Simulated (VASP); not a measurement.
Write the native input for VASP 6.6.1 that does the following.

```yaml
Task: relaxation of cell and atoms
Functional: PBE
Potentials_or_basis: VASP PAW PBE potentials, release 64 (Na, Cl)
Cutoff: 300 eV
k_mesh: 4 × 4 × 4
Occupations: gaussian, width 0.03 eV
Spin: no spin polarisation
Further_INCAR_settings: ALGO = Normal; EDIFF = 1e-07; IBRION = 2; EDIFFG = -0.005; NSW = 90; ISIF = 3
```

The structure of NaCl lies in POSCAR:

```
NaCl                                    
1.0
   -0.0000000000      2.8193657189      2.8193657189
    2.8193657189     -0.0000000000      2.8193657189
    2.8193657189      2.8193657189      0.0000000000
  Na              Cl            
     1     1
Direct
     0.0000000000000000    0.0000000000000000    0.0000000000000000
     0.5000000000000000    0.5000000000000000    0.5000000000000000
```

These files were run (other wordings do the same):

INCAR

```
PREC     = Accurate       # precision mode
ENCUT    = 300            # plane-wave cutoff, eV
EDIFF    = 1E-7           # SCF threshold, eV
ISMEAR   = 0              # smearing method
SIGMA    = 0.03           # smearing width, eV
LREAL    = False          # projectors in reciprocal space
LASPH    = True           # aspherical terms in the spheres
NELM     = 80             # most SCF steps
ALGO     = Normal         # electronic algorithm
ISIF     = 3              # what is computed and relaxed
LWAVE    = False          # write WAVECAR
LCHARG   = False          # write CHGCAR
GGA      = PE             # functional
IBRION   = 2              # ionic algorithm
NSW      = 90             # ionic steps
EDIFFG   = -0.005         # ionic threshold
```

KPOINTS

```
Automatic mesh
0
Gamma
  4 4 4
```

Potentials or basis: VASP PAW PBE potentials, release 64 (Na, Cl).

Run with:

```sh
$ cat potpaw_PBE.64/Na/POTCAR potpaw_PBE.64/Cl/POTCAR > POTCAR
$ mpirun -np 1 vasp_std > vasp.out
```

Results of the run:

| Property | Result |
| --- | --- |
| Pressure after relaxing | 0.0 GPa |
| Band gap on the k mesh | 5.09 eV, direct |

Caveat: the k mesh is coarse (spacing up to 0.48 Å⁻¹), so the values aren't converged; the cutoff is under 1.25 times the usual one of these potentials, so pressure, stress and relaxed cells hold a basis-set (Pulay) error; the relaxation stopped at its first step, so nothing moved.

Run time: 4.5 s on 1 thread of AMD EPYC 7R43 64-Core Processor (Zen 3) (shared host), peak memory 0.09 GiB.
